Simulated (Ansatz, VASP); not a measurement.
One calculation of C, two programs

INCAR

```
ALGO = Normal
EDIFF = 1E-7
ENCUT = 520
GGA = PE
ISIF = 2
ISMEAR = 0
LASPH = True
LCHARG = True
LELF = True
LREAL = False
LVHAR = True
LWAVE = False
NBANDS = 11
NELM = 80
PREC = Accurate
SIGMA = 0.02
```

The input KPOINTS:

```
k-points
0
Gamma
  10 10 10
```

The input POSCAR:

```
C
1.0
    0.0000000000      2.1787277061      2.1787277061
    2.1787277061      0.0000000000      2.1787277061
    2.1787277061      2.1787277061      0.0000000000
C
2
Direct
    0.5000000000      0.5000000000      0.5000000000
    0.7500000000      0.7500000000      0.7500000000
```

Input for Ansatz:

```yaml
crystal:
  lattice:
    - [0.0, 2.1787277061, 2.1787277061]
    - [2.1787277061, 0.0, 2.1787277061]
    - [2.1787277061, 2.1787277061, 0.0]
  atoms:
    - { symbol: C, position: [0.5, 0.5, 0.5] }
    - { symbol: C, position: [0.75, 0.75, 0.75] }
basis:
  ecutwfc: 420
kpoints:
  mp_grid: { grid: [10, 10, 10] }
hamiltonian:
  xc: pbe
scf:
  occupations: { method: gaussian, width: 0.02 }
output:
  forces: true
  stress: true
  eigenvalues: true
```

Alike in both runs: task single point; functional PBE; k mesh 10 × 10 × 10; occupations gaussian, width 0.02 eV; no spin polarisation.

```csv
,VASP,Ansatz
version,VASP 6.6.1,Ansatz 0.2.0
potentials or method,"VASP PAW PBE potentials, release 64 (C)","scalar-relativistic, plane waves, PAW"
plane-wave cutoff (eV),520,420
valence electrons in the cell,8,8
```

|  | VASP | Ansatz | Ansatz less VASP |
| --- | --- | --- | --- |
| gap on the k mesh at the Fermi level (eV) | 2.38 | 2.38 | -0.001 |
| least direct gap on the mesh (eV) | 2.41 | 2.40 | -0.007 |
| pressure (GPa) | -77.1 | -77.1 | -0.06 |

Caveats: the cell as given lies far from equilibrium; so large a pressure means that the cell lies far from this level's equilibrium, or that cutoff or potentials fall short (VASP).
